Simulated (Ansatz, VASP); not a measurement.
**Hf2H in VASP and in Ansatz**

```xyz
3
Lattice="0.0000 3.1480 3.1480 3.1480 0.0000 3.1480 3.1480 3.1480 0.0000" Properties=species:S:1:pos:R:3 pbc="T T T"
Hf    1.5740    1.5740    1.5740
Hf    4.7220    4.7220    4.7220
H     0.0000    0.0000    0.0000
```

Change from the starting cell: species swapped into the Mg2Si type (Fm-3m, No. 225).

Alike in both runs: task single point; functional PBE; k mesh 6 × 6 × 6; occupations gaussian, width 0.1 eV; no spin polarisation.

|  | VASP | Ansatz |
| --- | --- | --- |
| version | VASP 6.6.1 | Ansatz 0.2.0 |
| potentials or method | VASP PAW PBE potentials, release 64 (Hf_pv, H) | scalar-relativistic, plane waves, PAW |
| plane-wave cutoff (eV) | 520 | 420 |
| valence electrons in the cell | 21 | 53 |

|  | VASP | Ansatz | Ansatz less VASP |
| --- | --- | --- | --- |
| gap on the k mesh at the Fermi level (eV) | none | none | - |
| pressure (GPa) | -13.9 | -13.6 | +0.29 |

A gap of «none» marks a metal or a gap that the smearing closes. The two sets of potentials don't hold the same shells in valence.

The runs have no spin-orbit coupling, so splittings on Hf are missing.
